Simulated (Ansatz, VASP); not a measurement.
Two plane-wave programs on Li2H

```xyz
3
Lattice="2.5620 0.0000 0.0000 0.0000 2.5620 0.0000 0.0000 0.0000 5.1519" Properties=species:S:1:pos:R:3 pbc="T T T"
Li    1.2810    1.2810    1.3504
Li    1.2810    1.2810    3.8015
H     0.0000    0.0000    2.5760
```

Alike in both runs: functional PBE; k mesh 6 × 6 × 4; occupations gaussian, width 0.1 eV; no spin polarisation.

Ansatz relaxed the structure, and its values are those at the end. VASP's run is a single point on that final structure, the one shown.

```csv
,VASP,Ansatz
version,VASP 6.6.1,Ansatz 0.2.0
potentials or method,"VASP PAW PBE potentials, release 64 (Li_sv, H)","scalar-relativistic, plane waves, PAW"
plane-wave cutoff (eV),520,420
valence electrons in the cell,7,7
```

VASP gave:

| Quantity | Value |
| --- | --- |
| gap on the k mesh at the Fermi level (eV) | none |
| rms of the force components (eV/Å) | 0.006 |

Q: What did Ansatz give for the same quantities?

A: gap on the k mesh at the Fermi level (eV): none; rms of the force components (eV/Å): 0.004.

A gap of «none» marks a metal or a gap that the smearing closes. With one functional, cell and mesh, what is left measures potentials, basis and numerics.

Caveats: the k mesh is coarse (spacing up to 0.41 Å⁻¹), so the values aren't converged.
